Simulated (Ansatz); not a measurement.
## Ionic part of the dielectric constant of BN at 2 GPa, mode by mode

Level of theory: DFT PBE+D3(BJ), scalar-relativistic, plane waves, PAW in Ansatz. Plane waves to 420 eV; Γ-centred k mesh 12×12×12; fixed occupations. No spin polarisation. Phonons by linear response, acoustic sum rule imposed.

Symmetry: R3m, No. 160, trigonal system. The conventional cell has a = 2.501 Å, b = 2.501 Å, c = 9.396 Å, α = 90.00°, β = 90.00°, γ = 120.00°. B (site symmetry 3m) has 3 N at 1.44 Å as nearest neighbours. Around N (site symmetry 3m) lie 3 B at 1.44 Å.

The primitive cell has V = 16.97 Å³ and ε∞,yy = 4.972. Each polar mode adds Δε = (4.92064×10⁷/V)·S/ν² along y, with S its oscillator strength in e²/amu, ν in cm⁻¹ and V in Å³.

Question: From these modes, find each Δε and ε0,yy.
| ν (cm⁻¹) | S_yy (e²/amu) |
| --- | --- |
| 736.0 | 0.00032 |
| 1365.9 | 0.2972 |
| 1365.9 | 0.8952 |

Answer:
```tsv
ν (cm⁻¹)	Δε
736.0	0.00
1365.9	0.46
1365.9	1.39
```

The sum is 1.855, so ε0,yy = 6.83; the run's tensor has 6.83.

This form isn't the usual stable structure of the compound at low pressure.

Cost: 1 run of about 0.71 core-minutes, on Intel Xeon 6975P-C (Granite Rapids) (shared hosts).